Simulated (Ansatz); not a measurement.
Write the native input for Ansatz 0.2.0 that does the following.

| Item | Value |
| --- | --- |
| Task | band structure |
| Functional | r2SCAN |
| Potentials or basis | Ansatz PAW |
| Cutoff | 500 eV (not typed: the program's choice for these potentials) |
| k mesh | 9 × 9 × 9 |
| Occupations | fermi-dirac, width 0.05 eV |
| Spin | no spin polarisation |
| Path | [["G", "X", "W", "K", "G", "L", "U", "W", "L", "K"], ["U", "X"]] |
| Points for each segment of the path | 14 |

Crystal: ZrO2.

```
CELL_PARAMETERS angstrom
0.00000 2.54507 2.54507
2.54507 0.00000 2.54507
2.54507 2.54507 0.00000
ATOMIC_POSITIONS crystal
Zr 0.00000 0.00000 0.00000
O 0.75000 0.75000 0.75000
O 0.25000 0.25000 0.25000
```

Measurements of this composition are mostly on another form, of space group No. 14.

The input as run:

input.yaml

```yaml
crystal:
  lattice:
    - [0.0, 2.5450727058, 2.5450727058]
    - [2.5450727058, 0.0, 2.5450727058]
    - [2.5450727058, 2.5450727058, 0.0]
  atoms:
    - { symbol: Zr, position: [0.0, 0.0, 0.0] }
    - { symbol: O, position: [0.75, 0.75, 0.75] }
    - { symbol: O, position: [0.25, 0.25, 0.25] }
hamiltonian:
  xc: r2scan
  pseudopotentials: { kind: paw }
kpoints:
  mp_grid: { grid: [9, 9, 9] }
  band_path:
    path:
      - [[0.0, 0.0, 0.0], [0.5, 0.0, 0.5], [0.5, 0.25, 0.75], [0.375, 0.375, 0.75], [0.0, 0.0, 0.0], [0.5, 0.5, 0.5], [0.625, 0.25, 0.625], [0.5, 0.25, 0.75], [0.5, 0.5, 0.5], [0.375, 0.375, 0.75]]
      - [[0.625, 0.25, 0.625], [0.5, 0.0, 0.5]]
    npoints: 14
scf:
  occupations: { method: fermi_dirac, width: 0.05 }
  n_extra_bands: 7
output:
  forces: true
  stress: true
  eigenvalues: true
  fatbands: true
  write_density: true
  write_potential: true
  elf: true
  volumetric_format: npy
```

Potentials or basis: Ansatz PAW.

The run is started by

```bash
$ ansatz run input.yaml --threads 2 --pin off --max-ram 5632MiB --backend cpu --events-out ev --progress --plain --runs-dir out
```

Results of the run:

- Pressure: -0.1 GPa
- Band gap on the k mesh: 3.94 eV, indirect (least direct gap 4.43 eV)
- Band gap along the path: 3.89 eV, indirect (least direct gap 4.29 eV)

Caveat: the k mesh misses the band edges, so the gap on the mesh is wider than the one along the path; the PAW data sets come from PBE, with cores solved anew for the run's functional, which leaves a small shift of forces and pressure.

Wall time 6.1 s on 2 threads of Arm Neoverse V1 (shared host), peak memory 0.39 GiB.
